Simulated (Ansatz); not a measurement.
HgS: what relativity and spin–orbit coupling change

```
Hg S
1.0
     0.00000    2.92900    2.92900
     2.92900    0.00000    2.92900
     2.92900    2.92900    0.00000
Hg S
1 1
Direct
  0.00000 0.00000 0.00000
  0.75000 0.75000 0.75000
```

Atom numbers follow the list: Hg1, S2.

The cell is COD entry 1011368, as deposited and not checked against the literature; nothing was relaxed.

One fixed cell is solved with PBE by PAW with the default files in Ansatz 0.2.0 under different relativistic treatments. Pressure is positive in compression.

Sampling and basis: a Γ-centred 8×8×8 k mesh, Fermi–Dirac smearing of 0.02 eV, cutoff 420 eV, no spin polarisation.

Gaps under 0.4 eV may close at points that the mesh misses.

Q: One of the runs gave P (GPa) = 4.03, gap over the k mesh and a high-symmetry path (eV) = none, lowest level at Γ above −25 eV, from the valence-band top or, without a gap, the Fermi level (eV) = -13.27. Which setting was it?
A. with spin–orbit coupling
B. scalar-relativistic

A: B. The full set:
```tsv
setting	P (GPa)	gap over the k mesh and a high-symmetry path (eV)	lowest level at Γ above −25 eV, from the valence-band top or, without a gap, the Fermi level (eV)
scalar-relativistic	4.03	none	-13.27
with spin–orbit coupling	3.33	0.11	-13.25
```
